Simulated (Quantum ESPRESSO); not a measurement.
# GaN in Quantum ESPRESSO: the effect of functional

Crystal: GaN.

```xyz
2
Lattice="0.0000 2.2535 2.2535 2.2535 0.0000 2.2535 2.2535 2.2535 0.0000" Properties=species:S:1:pos:R:3 pbc="T T T"
Ga    0.0000    0.0000    0.0000
N     1.1268    1.1268    1.1268
```

The cell is a database's computed one.

Alike in all runs:

```yaml
Program: Quantum ESPRESSO 7.5
Task: phonons
Cutoff: 762 eV
Density_cutoff: 6095 eV
k_mesh: 8 × 8 × 8, shifted
Occupations: fermi-dirac, width 0.05 eV
Spin: no spin polarisation
```

Each run relaxes the cell or the atoms first.

| functional | potentials or basis | relaxed volume (Å³/atom) | dielectric constant (mean) | highest phonon frequency (cm⁻¹) |
| --- | --- | --- | --- | --- |
| LDA | GBRV 1.5 LDA | 11.10 | 5.75 | 552 |
| PBE | GBRV 1.5 PBE | 11.78 | 6.09 | 516 |
| WC | GBRV 1.5 PBE | 11.44 | 6.05 | 534 |
| PW91 | GBRV 1.5 PBE | 11.76 | 6.08 | 517 |
| revPBE | GBRV 1.5 PBE | ? | ? | ? |
| vdW-DF-cx | GBRV 1.5 PBE | 11.46 | 6.05 | 534 |

Task: What does the run with functional revPBE give?

Result: Relaxed volume 11.95 Å³/atom; dielectric constant 6.09 mean; highest phonon frequency 507 cm⁻¹.

Caveats: the potentials were made for another functional, which shifts forces and pressure (some runs); before the sum rule the acoustic modes lie tens of cm⁻¹ from zero, a sign that the density grid also shifts the optical modes (some runs).
